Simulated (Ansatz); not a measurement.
SnO:

```
Sn O
1.0
     3.81370    0.00000    0.00000
     0.00000    3.81370    0.00000
     0.00000    0.00000    4.88691
Sn O
2 2
Direct
  0.50000 0.00000 0.76463
  0.00000 0.50000 0.23537
  0.00000 0.00000 0.00000
  0.50000 0.50000 0.00000
```

The cell is a database's computed one.

Program: Ansatz 0.2.0. Alike in all runs: task projected density of states; potentials or basis Ansatz PAW; no spin polarisation; cell as given; k mesh 4 × 4 × 3; smearing fermi-dirac 0.05 eV; the mesh is coarse, so values aren't converged. Hardware: 2 threads of Intel(R) Xeon(R) Platinum 8375C CPU @ 2.90GHz (Ice Lake), with other jobs on the host.

**Question.** Order these runs on this cell by their wall time, lowest first.
A. level r2SCAN; cutoff (eV) 500
B. level BLYP; cutoff (eV) 420
C. level r2SCAN0; cutoff (eV) 500

**Answer.** B (2 s), A (4 s), C (28 s).

Caveats: all runs use coarse meshes; odd divisions of the mesh miss points on the zone boundary, where band edges often lie, so the gap on the mesh can be too wide; spin-orbit coupling is left out, which moves the levels of the heavy elements.

Runs at the PBE level aren't shown here.
